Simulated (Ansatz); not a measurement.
The system is HfO2.

```
Hf O
1.0
     0.00000    2.55750    2.55750
     2.55750    0.00000    2.55750
     2.55750    2.55750    0.00000
Hf O
1 2
Direct
  0.00000 0.00000 0.00000
  0.75000 0.75000 0.75000
  0.25000 0.25000 0.25000
```

Measurements of this composition are mostly on another form, of space group No. 14.

- Program: Ansatz 0.2.0
- Task: relaxation of cell and atoms
- Functional: RPBE
- Dispersion: D3(BJ)
- Potentials or basis: Ansatz PAW
- Cutoff: 420 eV (not typed: the program's choice for these potentials)
- k mesh: 9 × 9 × 9
- Occupations: fermi-dirac, width 0.05 eV
- Spin: no spin polarisation

At the start: volume 11.15 Å³/atom.

Question: How do energy, volume and symmetry change on relaxing?

Answer: It ends after 7 steps and the volume is 10.31 Å³/atom (-7.6 %); space group Fm-3m (No. 225, to 0.05 Å).

The path:
```csv
step,energy change (eV),largest force (eV/Å),volume (Å³)
1,0.0000,0.0000,33.46
2,-0.1623,0.0000,30.37
3,-0.1700,0.0000,31.06
4,-0.1705,0.0000,30.98
5,-0.1623,0.0000,30.98
6,-0.1627,0.0000,30.93
7,-0.1624,0.0000,30.93
```

Final structure:
```
CELL_PARAMETERS angstrom
0.00000 2.49137 2.49137
2.49137 0.00000 2.49137
2.49137 2.49137 0.00000
ATOMIC_POSITIONS crystal
Hf 0.00000 0.00000 0.00000
O 0.75000 0.75000 0.75000
O 0.25000 0.25000 0.25000
```

Caveat: the plane-wave basis is chosen anew once the cell has moved, so the energies of steps on either side of that aren't comparable; the pressure holds a Pulay correction of +0.8 GPa for the finite cutoff; the PAW data sets come from PBE, with cores solved anew for the run's functional, which leaves a small shift of forces and pressure.
